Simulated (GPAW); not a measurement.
Crystal: WS2 (Tungstenite).

```xyz
6
Lattice="3.1800 0.0000 0.0000 -1.5900 2.7540 0.0000 0.0000 0.0000 12.5000" Properties=species:S:1:pos:R:3 pbc="T T T"
W     1.5900    0.9180    9.3750
W     0.0000    1.8360    3.1250
S     1.5900    0.9180    4.6875
S     0.0000    1.8360    7.8125
S     0.0000    1.8360   10.9375
S     1.5900    0.9180    1.5625
```

| Item | Value |
| --- | --- |
| Program | GPAW 26.7.0 |
| Task | relaxation of cell and atoms |
| Functional | BLYP |
| Potentials or basis | PAW data sets generated in the run's folder for this functional |
| Cutoff | 600 eV |
| Basis | pw |
| k mesh | 6 × 6 × 2 |
| Occupations | fermi-dirac, width 0.05 eV |
| Spin | no spin polarisation |

At the start: pressure 8.8 GPa; volume 18.24 Å³/atom.

**Question.** Where does the relaxation end?

**Answer.** Over 20 steps the energy falls by 59.7 meV/atom and the volume is 26.62 Å³/atom (+45.9 %); space group P6_3/mmc (No. 194, to 0.05 Å).

The path:
| step | energy change (eV) | largest force (eV/Å) | pressure (GPa) | volume (Å³) |
| --- | --- | --- | --- | --- |
| 1 | 0.0000 | 0.4442 | 8.76 | 109.47 |
| 2 | -0.0474 | 0.1939 | 6.92 | 110.25 |
| 3 | -0.1175 | 0.3814 | 2.28 | 112.77 |
| 4 | -0.1346 | 0.4468 | 1.28 | 113.73 |
| 5 | -0.1792 | 0.4178 | -0.62 | 116.74 |
| 6 | -0.1974 | 0.2280 | -0.65 | 118.17 |
| 7 | -0.2036 | 0.0533 | -0.04 | 118.48 |
| 8 | -0.2062 | 0.0204 | 0.38 | 118.43 |
| 9 | -0.2121 | 0.1242 | 1.04 | 118.46 |
| 10 | -0.2238 | 0.2368 | 1.79 | 118.95 |
| 11 | -0.2469 | 0.3243 | 2.41 | 120.69 |
| 12 | -0.2799 | 0.2928 | 2.26 | 124.27 |
| 13 | -0.3075 | 0.1745 | 1.46 | 128.59 |
| 14 | -0.3259 | 0.0716 | 0.65 | 133.35 |
| 15 | -0.3368 | 0.0284 | 0.22 | 138.20 |
| 16 | -0.3440 | 0.0262 | 0.11 | 143.01 |
| 17 | -0.3494 | 0.0356 | 0.14 | 147.83 |
| 18 | -0.3534 | 0.0392 | 0.17 | 152.75 |
| 19 | -0.3566 | 0.0189 | 0.12 | 157.33 |
| 20 | -0.3579 | 0.0085 | 0.06 | 159.72 |

Final structure:
```
W S
1.0
     3.25526    0.00000    0.00000
    -1.62763    2.81914    0.00000
     0.00000    0.00000   17.40472
W S
2 4
Cartesian
  1.6276 0.9397 13.0535
  0.0000 1.8794 4.3512
  1.6276 0.9397 5.9201
  0.0000 1.8794 11.4846
  0.0000 1.8794 14.6225
  1.6276 0.9397 2.7822
```

Caveat: the k mesh is coarse; later steps reuse the first step's grids; the volume moved by over 15 % at a fixed basis, so the end points are rough; this functional lacks dispersion, which binds the layers, so the pressure and a relaxed spacing across them are unreliable, and here the layers came unbound; the volume moved by +46 % from the deposited cell, more than functionals usually miss.
